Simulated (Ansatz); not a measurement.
**C started in the widest void in diamond Si, 65 atoms, charge +1**

All numbers come from Ansatz (PAW, plane waves, no spin–orbit coupling) at the single k point (¼, ¼, ¼) without its symmetry partners. The atoms were relaxed with PBEsol in a fixed cell; other functionals are single points on those atoms unless said otherwise. The valence top and gap of the host come from its small cell on a dense mesh, with the band extrema sought between the mesh points, lined up by the mean potential, PBEsol gap 0.46 eV, r²SCAN gap 0.76 eV. The charge correction uses an assumed dielectric constant of 11.7.

Relaxed structure:

```
Si C
1.0
    10.86558    0.00000    0.00000
     0.00000   10.86558    0.00000
     0.00000    0.00000   10.86558
Si C
64 1
Direct
  0.99913 0.00364 0.99908
  0.00261 0.00528 0.49917
  0.99870 0.50183 0.99894
  0.99739 0.50389 0.50096
  0.49917 0.00520 0.00257
  0.51268 0.98203 0.51231
  0.50078 0.50362 0.99765
  0.50304 0.50866 0.50323
  0.12393 0.12992 0.12399
  0.13693 0.13203 0.61370
  0.12166 0.63080 0.12212
  0.12350 0.62763 0.62604
  0.61304 0.13175 0.13763
  0.62481 0.12998 0.62489
  0.62594 0.62737 0.12363
  0.62868 0.63044 0.62921
  0.25082 0.25314 0.99969
  0.26005 0.27448 0.48978
  0.24703 0.75159 0.99447
  0.24940 0.74982 0.50031
  0.74519 0.25094 0.00544
  0.75061 0.25310 0.49966
  0.74986 0.75388 0.99977
  0.75498 0.75140 0.50256
  0.37114 0.38558 0.12100
  0.37916 0.38594 0.63035
  0.37708 0.86982 0.11859
  0.37351 0.86943 0.63095
  0.87492 0.37693 0.12477
  0.87585 0.37687 0.62602
  0.87212 0.88127 0.12477
  0.87735 0.88128 0.62530
  0.23630 0.98295 0.23596
  0.25179 0.00487 0.74700
  0.24701 0.50855 0.24727
  0.24794 0.50411 0.75206
  0.74705 0.00475 0.25187
  0.74992 0.00425 0.74992
  0.75185 0.50386 0.24814
  0.75144 0.50114 0.75177
  0.37481 0.06209 0.37403
  0.37517 0.12811 0.87518
  0.37516 0.62722 0.37525
  0.37544 0.62706 0.87507
  0.87516 0.12813 0.37525
  0.87473 0.12965 0.87512
  0.87467 0.62710 0.37568
  0.87510 0.62890 0.87521
  0.99968 0.25318 0.25096
  0.00488 0.25124 0.74574
  0.99421 0.75183 0.24748
  0.99955 0.75402 0.74994
  0.48898 0.27445 0.26092
  0.49942 0.25314 0.75056
  0.50023 0.74971 0.24937
  0.50214 0.75165 0.75534
  0.12068 0.38573 0.37149
  0.12466 0.37711 0.87515
  0.11890 0.87009 0.37708
  0.12483 0.88123 0.87208
  0.63017 0.38576 0.37950
  0.62582 0.37660 0.87610
  0.63116 0.86908 0.37344
  0.62543 0.88126 0.87744
  0.37535 0.22537 0.37622
```

Chemical potentials μ are those of reference phases of the elements at zero temperature by the same functional (the usual solids, diamond for C, grey Sn, and the molecules H2, N2, O2, F2, Cl2, Br2 and S8).

```tsv
functional	E(defect) − E(host) − Σ nμ + q·E_VBM (eV)	monopole (eV)	alignment (eV)	formation energy at E_F = VBM (eV)	moment (μB)	wall time, shared host
PBEsol	3.24	0.16	-0.02	3.38	1.0	5.5 min on 7 threads of Neoverse-V2 (relaxation)
```

(1) Estimate the formation energy and moment that r²SCAN gives on these atoms.

(2) How does the monopole term follow by hand for this cubic cell?

r²SCAN one-electron levels near the gap (the ten most localised at most), from the host's valence top, not corrected for the charge's images:

| level (eV) | spin | filling | atoms sharing it | element of the atom with most weight |
| --- | --- | --- | --- | --- |
| -0.25 | down | 1.00 | 62.5 | spread |
| -0.22 | up | 1.00 | 60.5 | spread |
| 0.56 | down | 0.00 | 7.1 | C |
| 0.74 | up | 0.00 | 10.5 | Si |
| 0.75 | down | 0.00 | 10.7 | Si |

One k point and a cell of this size can leave errors of several tenths of an eV in such numbers.

## Answers

(1) 3.37 eV at E_F = VBM (3.22 eV before the monopole term 0.16 eV and the alignment -0.01 eV), moment 1.0 μB.

(2) q²·α·e²/(4πε₀)/(2εL) with the Madelung constant α = 2.837 and e²/4πε₀ = 14.40 eV·Å: 1 × 2.837 × 14.40 / (2 × 11.7 × 10.866) = 0.16 eV.
